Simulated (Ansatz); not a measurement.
# BN: the cost of one run

Program: Ansatz 0.2.0. Level of theory: DFT PBE+D3(BJ), scalar-relativistic, plane waves, PAW. These are calculated values, not measurements.

### Step 1. The starting structure

The structure is trigonal, space group P3m1 (No. 156). The conventional cell has a = 2.383 Å, b = 2.383 Å, c = 18.000 Å, α = 90.00°, β = 90.00°, γ = 120.00°. Around B (site symmetry 3m) lie 3 N at 1.42 Å. N (site symmetry 3m) is surrounded by 3 B at 1.42 Å.

Coordinates:

```
CELL_PARAMETERS angstrom
2.38324 0.00000 0.00000
-1.19162 2.06394 0.00000
0.00000 0.00000 18.00000
ATOMIC_POSITIONS crystal
B 0.00000 0.00000 0.41875
B 0.66667 0.33333 0.60173
N 0.66667 0.33333 0.39827
N 0.00000 0.00000 0.58125
```

Recipe of the guess: sheets of the FeN type as a bilayer. Its size is a rough estimate.

It is a sheet, periodic along a and b, with vacuum along c; volumes and pressures of the box carry no meaning, and space groups named for it are those of the box.

### Step 2. The guess as it stands, on a coarse mesh

Contents of input.yaml:

```yaml
crystal:
  lattice:
    - [2.38323619, 0.0, 0.0]
    - [-1.1916177, 2.06394307, 0.0]
    - [0.0, 0.0, 18.0]
  atoms:
    - { symbol: B, position: [0.0, 0.0, 0.41875] }
    - { symbol: B, position: [0.66666667, 0.33333333, 0.60172977] }
    - { symbol: "N", position: [0.66666667, 0.33333333, 0.39827023] }
    - { symbol: "N", position: [0.0, 0.0, 0.58125] }
  periodic: [true, true, false]
basis:
  ecutwfc: 420
kpoints:
  mp_grid: { grid: [12, 12, 1] }
hamiltonian:
  xc: pbe
  dispersion: d3bj
scf:
  occupations: { method: gaussian, width: 0.1 }
  lower_state_search: "off"
output:
  forces: true
  stress: true
  eigenvalues: true
```

Run with:

```console
$ ansatz run input.yaml --threads 1 --pin off --max-ram 2560MiB --backend cpu --events-out ev --progress --plain --runs-dir out
```

**Question.** How long does this run take on 1 thread of Intel Xeon at 2.70GHz, shared host, and how much memory does it need?

About 6.3 s, with a peak of 0.36 GiB.
